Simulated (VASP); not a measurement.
# W (Im-3m) in VASP: notebook

Runs on W. Level: LDA. Tasks: single point.

All numbers are computed with VASP 6.6.1; they aren't measurements. Logs are shortened: lines on timing, memory, paths and dates and some standing lists are left out, and cuts for length are marked.

## Step 1: The undisturbed crystal

The structure is cubic, space group Im-3m (No. 229). The conventional cell has a = 3.165 Å, b = 3.165 Å, c = 3.165 Å, α = 90.00°, β = 90.00°, γ = 90.00°. W (site symmetry m-3m) has 8 W at 2.74 Å as nearest neighbours.

## Step 2: Single point, LDA (a relaxed cell with its volume scaled by 0.97)

Contents of INCAR:

```
PREC = Accurate
ENCUT = 520
EDIFF = 1E-7
ISMEAR = 0
SIGMA = 0.1
LREAL = False
LASPH = True
NELM = 100
ALGO = Normal
ISIF = 2
LWAVE = False
LCHARG = False
```

Contents of KPOINTS:

```
regular mesh
0
Gamma
  18 18 18
```

Contents of POSCAR:

```
W                                       
1.0
   -1.5550910814      1.5550910814      1.5550910814
    1.5550910814     -1.5550910814      1.5550910814
    1.5550910814      1.5550910814     -1.5550910814
  W             
     1
Direct
     0.0000000000000000    0.0000000000000000    0.0000000000000000
```

Potentials or basis: VASP PAW LDA potentials, release 64 (W_sv).

The run is started by

```
$ cat potpaw_LDA.64/W_sv/POTCAR > POTCAR
$ mpirun -np 1 vasp_std > vasp.out
```

OUTCAR:

```text
PREC = Accurate
   ENCUT = 520
   EDIFF = 1E-7
   ISMEAR = 0
   LREAL = False
   LASPH = True
   NELM = 100
   ISIF = 2

 ion  position               nearest neighbor table
   1  0.000  0.000  0.000-

  LATTYP: Found a body centered cubic cell.
 ALAT       =     3.1101821628

  Lattice vectors:

 A1 = (  -1.5550910814,   1.5550910814,   1.5550910814)
 A2 = (   1.5550910814,  -1.5550910814,   1.5550910814)
 A3 = (   1.5550910814,   1.5550910814,  -1.5550910814)

Analysis of symmetry for initial positions (statically):
=====================================================================
 Subroutine PRICEL returns:
 Original cell was already a primitive cell.

 Routine SETGRP: Setting up the symmetry group for a
 body centered cubic supercell.

 Subroutine GETGRP returns: Found 48 space group operations
 (whereof 48 operations were pure point group operations)
 out of a pool of 48 trial point group operations.

The static configuration has the point symmetry O_h .

Analysis of symmetry for dynamics (positions and initial velocities):
=====================================================================
 Subroutine PRICEL returns:
 Original cell was already a primitive cell.

 Routine SETGRP: Setting up the symmetry group for a
 body centered cubic supercell.

 Subroutine GETGRP returns: Found 48 space group operations
 (whereof 48 operations were pure point group operations)
 out of a pool of 48 trial point group operations.

The dynamic configuration has the point symmetry O_h .

 Subroutine INISYM returns: Found 48 space group operations
 (whereof 48 operations are pure point group operations),
 and found     1 'primitive' translations

----------------------------------------------------------------------------------------

                                     Primitive cell

  volume of cell :      15.0428

  direct lattice vectors                    reciprocal lattice vectors
    -1.555091081  1.555091081  1.555091081     0.000000000  0.321524576  0.321524576
     1.555091081 -1.555091081  1.555091081     0.321524576  0.000000000  0.321524576
     1.555091081  1.555091081 -1.555091081     0.321524576  0.321524576  0.000000000

  length of vectors
     2.693496763  2.693496763  2.693496763     0.454704415  0.454704415  0.454704415

  position of ions in fractional coordinates (direct lattice)
     0.000000000  0.000000000  0.000000000

  ion indices of the primitive-cell ions
   primitive index   ion index
                 1           1

----------------------------------------------------------------------------------------

 KPOINTS: regular mesh

Automatic generation of k-mesh.
 Grid dimensions read from file:
 generate k-points for:   18   18   18

 Generating k-lattice:

  Cartesian coordinates                     Fractional coordinates (reciprocal lattice)
     0.000000000  0.017862476  0.017862476     0.055555556  0.000000000  0.000000000
     0.017862476  0.000000000  0.017862476     0.000000000  0.055555556  0.000000000
     0.017862476  0.017862476  0.000000000     0.000000000  0.000000000  0.055555556

  Length of vectors
     0.025261356  0.025261356  0.025261356

  Shift w.r.t. Gamma in fractional coordinates (k-lattice)
     0.000000000  0.000000000  0.000000000

 Subroutine IBZKPT returns following result:
 ===========================================

 Found    195 irreducible k-points:

 Following reciprocal coordinates:
            Coordinates               Weight
  0.000000  0.000000  0.000000      1.000000
  0.055556  0.000000  0.000000     12.000000
  0.111111  0.000000  0.000000     12.000000
  0.166667  0.000000  0.000000     12.000000
  0.222222  0.000000  0.000000     12.000000
  0.277778  0.000000  0.000000     12.000000
[... 16 lines left out ...]
  0.333333  0.111111 -0.000000     48.000000
  0.388889  0.111111  0.000000     48.000000
 [... further k-points ...]
   k-points           NKPTS =    195   k-points in BZ     NKDIM =    195   number of bands    NBANDS=     11
   number of dos      NEDOS =    301   number of ions     NIONS =      1
   total plane-waves  NPLWV =   8000
   dimension x,y,z NGX =    20 NGY =   20 NGZ =   20
   dimension x,y,z NGXF=    40 NGYF=   40 NGZF=   40
   ions per type =               1
   NGX,Y,Z   is equivalent  to a cutoff of  12.34, 12.34, 12.34 a.u.
   NGXF,Y,Z  is equivalent  to a cutoff of  24.69, 24.69, 24.69 a.u.
 SYSTEM =  unknown system
   PREC   = accura    normal or accurate (medium, high low for compatibility)
   ISTART =      0    job   : 0-new  1-cont  2-samecut
   ICHARG =      2    charge: 1-file 2-atom 10-const
   ISPIN  =      1    spin polarized calculation?
   LNONCOLLINEAR =      F non collinear calculations
   LSORBIT =      F    spin-orbit coupling
   LASPH  =      T    aspherical Exc in radial PAW
   ENCUT  =  520.0 eV  38.22 Ry    6.18 a.u.   5.01  5.01  5.01*2*pi/ulx,y,z
   NELM   =    100;   NELMIN=  2; NELMDL= -5     # of ELM steps
   EDIFF  = 0.1E-06   stopping-criterion for ELM
   LREAL  =      F    real-space projection
   EDIFFG = 0.1E-05   stopping-criterion for IOM
   NSW    =      0    number of steps for IOM
   IBRION =     -1    ionic relax: 0-MD 1-quasi-New 2-CG
   NFREE  =      0    steps in history (QN), initial steepest desc. (CG)
   ISIF   =      2    stress and relaxation
   ISYM   =      2    0-nonsym 1-usesym 2-fastsym
   POTIM  = 0.5000    time-step for ionic-motion
   TEBEG  =    0.0;   TEEND  =   0.0 temperature during run
   PSTRESS=    0.0 pullay stress
   NELECT =      14.0000    total number of electrons
   NUPDOWN=      -1.0000    fix difference up-down
   EMIN   =  10.00;   EMAX   =-10.00  energy-range for DOS
   EFERMI =   0.00;   METHOD = LEGACY
   ISMEAR =     0;   SIGMA  =   0.10  broadening in eV -4-tet -1-fermi 0-gaus
   EFERMI_NEDOS =   21; number of points for ismear=-14 and -15
   IALGO  =     38    algorithm
   IMIX   =      4    mixing-type and parameters
     AMIX     =   0.40;   BMIX     =  1.00
     AMIX_MAG =   1.60;   BMIX_MAG =  1.00
  volume/ion in A,a.u.               =      15.04       101.51
  Fermi-wavevector in a.u.,A,eV,Ry     =   1.598362  3.020465 34.759614  2.554760
  Thomas-Fermi vector in A             =   2.695823
   LORBIT       =      0    0 simple, 1 ext, 2 COOP (PROOUT), +10 PAW based schemes
   GGA     = CA    functional components
   LHFCALC =     F    Hartree Fock is set to
   AEXX    =    0.0000 exact exchange contribution
   IVDW    =     0    specifies the selected vdW correction
   LEPSILON=     F    determine dielectric tensor
   LRPA    =     F    only Hartree local field effects (RPA)
 non-spin polarized calculation
 Gauss-broadening in eV      SIGMA  =   0.10
  energy-cutoff  :      520.00
  volume of cell :       15.04
 maximum number of plane-waves:       420
   NGX =  9   NGY =  9   NGZ =  9

 number of electron      14.0000001 magnetization

 Free energy of the ion-electron system (eV)
  ---------------------------------------------------
  ext. energy  EPLUGINS =         0.00000000
  ---------------------------------------------------
  free energy    TOTEN  =       -14.08560804 eV

  energy without entropy =      -14.08171238  energy(sigma->0) =      -14.08366021

 E-fermi :  12.0911     XC(G=0): -14.1260

 val. band max:       12.0878941117   @ k =  -0.2778   0.3333   0.2222
 cond. band min:      12.1126523495   @ k =   0.1667   0.0000   0.0000
 fundamental gap:      0.0247582378
 Fermi energy:        12.0910879677

 k-point     1 :       0.0000    0.0000    0.0000
  band No.  band energies     occupation
      1     -61.5881      2.00000
      2     -25.3082      2.00000
      3     -25.3082      2.00000
      4     -25.3082      2.00000
      5       2.2735      2.00000
      6      10.7455      2.00000
      7      10.7455      2.00000
      8      10.7455      2.00000
      9      14.4124      0.00000
     10      14.4124      0.00000
     11      26.7876      0.00000

 k-point     2 :       0.0556    0.0000    0.0000
  band No.  band energies     occupation
      1     -61.5829      2.00000
      2     -25.3596      2.00000
      3     -25.3240      2.00000
      4     -25.3085      2.00000
      5       2.4344      2.00000
      6      10.6468      2.00000
      7      10.7245      2.00000
      8      10.9008      2.00000
      9      14.2499      0.00000
     10      14.4126      0.00000
     11      26.9285      0.00000

 k-point     3 :       0.1111    0.0000    0.0000
  band No.  band energies     occupation
      1     -61.5679      2.00000
      2     -25.5057      2.00000
      3     -25.3691      2.00000
      4     -25.3095      2.00000
      5       2.8970      2.00000
      6      10.3744      2.00000
      7      10.6327      2.00000
      8      11.3618      2.00000
      9      13.9064      0.00000
     10      14.4216      0.00000
     11      27.2885      0.00000

 k-point     4 :       0.1667    0.0000    0.0000
  band No.  band energies     occupation
      1     -61.5449      2.00000
      2     -25.7246      2.00000
      3     -25.4376      2.00000
      4     -25.3110      2.00000
      5       3.5962      2.00000
      6       9.9875      2.00000
      7      10.4278      2.00000
      8      12.1127      0.76039
      9      13.6635      0.00000
     10      14.4596      0.00000
     11      27.6353      0.00000
[... 239 lines left out ...]
 k-point    22 :       0.2778    0.1111   -0.0000
  band No.  band energies     occupation
      1     -61.4501      2.00000
      2     -26.4962      2.00000
      3     -25.7209      2.00000
      4     -25.3829      2.00000
      5       5.9456      2.00000
      6       8.8212      2.00000
      7      10.1103      2.00000
      8      13.8047      0.00000
      9      15.2230      0.00000
     10      16.4828      0.00000
     11      25.8365      0.00000

 k-point    23 :       0.3333    0.1111   -0.0000
  band No.  band energies     occupation
      1     -61.4281      2.00000
      2     -26.6609      2.00000
      3     -25.8006      2.00000
      4     -25.3863      2.00000
      5       6.0273      2.00000
      6       8.5773      2.00000
      7      10.8869      2.00000
      8      14.1262      0.00000
      9      15.3881      0.00000
     10      17.8859      0.00000
     11      24.7666      0.00000

 k-point    24 :       0.3889    0.1111    0.0000
  band No.  band energies     occupation
      1     -61.4137      2.00000
      2     -26.7665      2.00000
      3     -25.8526      2.00000
      4     -25.3884      2.00000
      5       5.9765      2.00000
      6       8.4278      2.00000
      7      11.6917      2.00000
      8      14.2178      0.00000
      9      15.6584      0.00000
     10      19.0175      0.00000
     11      23.7939      0.00000

 [... further k-points ...]

------------------------ aborting loop because EDIFF is reached ----------------------------------------

  FORCE on cell =-STRESS in cart. coord.  units (eV):
  Direction    XX          YY          ZZ          XY          YZ          ZX
  --------------------------------------------------------------------------------------
  -------------------------------------------------------------------------------------
  Total        1.0199028      1.0199028      1.0199028     -0.0000000      0.0000000      0.0000000
  in kB      108.6280284    108.6280284    108.6280284     -0.0000000      0.0000000      0.0000000
  external PRESSURE =     108.6280284 kB  Pullay stress =       0.0000000 kB

 VOLUME and BASIS-vectors are now :
 -----------------------------------------------------------------------------
  energy-cutoff  :      520.00
  volume of cell :       15.04
      direct lattice vectors                 reciprocal lattice vectors
    -1.555091081  1.555091081  1.555091081     0.000000000  0.321524576  0.321524576
     1.555091081 -1.555091081  1.555091081     0.321524576  0.000000000  0.321524576
     1.555091081  1.555091081 -1.555091081     0.321524576  0.321524576  0.000000000

 POSITION                                       TOTAL-FORCE (eV/Angst)
 -----------------------------------------------------------------------------------
      0.00000      0.00000      0.00000         0.000000      0.000000      0.000000
 -----------------------------------------------------------------------------------
    total drift:                                0.000000     -0.000000      0.000000

  FREE ENERGIE OF THE ION-ELECTRON SYSTEM (eV)
  ---------------------------------------------------
  free  energy   TOTEN  =       -14.0856080378 eV

  energy  without entropy=      -14.0817123773  energy(sigma->0) =      -14.08366021
```

It took 26 s on 1 thread of Intel Xeon Platinum 8375C at 2.90GHz (Ice Lake), shared host; peak memory 0.14 GiB.

Results:

```
Free energy            : -14.0856 eV
Pressure               : 10.9 GPa
Band gap on the k mesh : none (metal or under the smearing width)
```

Spin-orbit coupling is left out, which matters for the levels of W.

## Step 3: Single point, LDA (a relaxed cell with its volume scaled by 1.03)

INCAR is that of step 2.

KPOINTS is that of step 2.

Contents of POSCAR:

```
W                                       
1.0
   -1.5865155293      1.5865155293      1.5865155293
    1.5865155293     -1.5865155293      1.5865155293
    1.5865155293      1.5865155293     -1.5865155293
  W             
     1
Direct
     0.0000000000000000    0.0000000000000000    0.0000000000000000
```

Potentials or basis: VASP PAW LDA potentials, release 64 (W_sv).

The run is started by

```
$ cat potpaw_LDA.64/W_sv/POTCAR > POTCAR
$ mpirun -np 1 vasp_std > vasp.out
```

Wall time 28 s (1 thread of Intel Xeon Platinum 8375C at 2.90GHz (Ice Lake), shared host); peak memory 0.14 GiB.

It converged, with:

| Property | Result |
| --- | --- |
| Free energy | -14.0876 eV |
| Pressure | -9.4 GPa |
| Band gap on the k mesh | none (metal or under the smearing width) |

Levels at points of the mesh, in eV from the Fermi level:
```csv
k point,band 4,band 5,band 6,band 7,band 8,band 9,band 10,band 11
"(0.00, 0.00, 0.00)",-37.56,-9.49,-1.23,-1.23,-1.23,2.18,2.18,14.57
"(0.50, 0.00, 0.00)",-37.57,-6.19,-3.53,0.82,2.08,3.03,6.08,10.97
"(0.50, 0.50, 0.50)",-38.46,-5.77,-5.77,5.10,5.10,5.10,8.30,8.30
```

(Part 1 of 2 ends here.)
